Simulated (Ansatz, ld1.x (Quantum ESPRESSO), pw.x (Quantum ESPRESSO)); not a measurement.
**Rb: does the PAW potential hold in the solid?**

Rb (Z = 37), PAW, made with ld1.x (Quantum ESPRESSO) 7.5 (PBE, scalar-relativistic). Core [Ar] 3d10, reference 4s2 4p6 4d0 5s0 5p1. Waves: 4s (bound): rcut 1.90, rcutus 2.50 bohr; 5s (bound, empty): rcut 1.90, rcutus 2.50 bohr; 4p (bound): rcut 2.30, rcutus 2.70 bohr; 5p (bound): rcut 2.30, rcutus 2.70 bohr; 4d (bound, empty): rcut 3.80, rcutus 4.50 bohr; 4d channel at 0.35 Ry: rcut 3.80, rcutus 4.50 bohr. Local part: all-electron potential smoothed inside 4.00 bohr (lloc = -1). Core correction: none. Augmentation charge: PSQ, radius 2.05 bohr.

Atomic tests: cutoffs needed: 12 Ry and 18 Ry (the cutoffs (Ry, on a coarse ladder) from which the occupation-weighted sum of valence levels, in a spherical-Bessel basis at the reference potential, stays within 10 and 1 mRy of its value at 400 Ry); ghost test: no extra level below or beside the all-electron valence levels (s, p, d, f tested) (spherical-Bessel basis up to 400 Ry, 20 bohr box); configuration tests: test run stopped at test 4 of 7 (negative rho).

Crystal test: fcc Rb in pw.x 7.5, no spin, 8³ k-points, Fermi–Dirac smearing 0.01 Ry, cutoffs 40/320 Ry. The reference is all-electron LAPW (Ansatz 0.2.0) with the same functional, mesh and smearing; V0 and B0 come from Birch–Murnaghan fits to the pressures at five volumes. Errors are pseudo minus all-electron; Δ is the rms difference of the E(V) curves that follow from these fits, minima aligned, over ±6 % about the mean V0. Mesh and smearing are coarse, so the numbers serve the comparison and aren't converged zero-temperature values; the lattice is a test structure that the element need not adopt.

| V (Å³/atom) | P all-electron (GPa) | P pseudo (GPa) |
| --- | --- | --- |
| 87.503 | 0.15 | 0.16 |
| 89.805 | 0.07 | 0.08 |
| 92.108 | -0.00 | 0.01 |
| 94.411 | -0.07 | -0.06 |
| 96.713 | -0.12 | -0.11 |

All-electron: a0 = 7.166 Å (V0 = 91.99 Å³/atom), B0 = 2.7 GPa.

Pseudopotential: mean pressure error (GPa): +0.01; a0 (Å): 7.173; a0 error (%): +0.10; B0 error (%): +0.0; Δ (meV/atom): 0.2. Atomic configuration tests: test run stopped at test 4 of 7 (negative rho).

At the middle volume, how do free energy and pressure move when the wave cutoff is lowered (ecutrho held at 320 Ry)?

```tsv
cutoff (Ry)	shift of F (meV/atom)	shift of P (GPa)
18	+10.3	-0.09
24	+3.4	-0.01
32	+0.3	-0.00
```

The run at the middle volume (29 k-points, 10 iterations) took about 24 s on one core of a shared host (Neoverse-V2, 96 threads, 742 GiB, load 89).
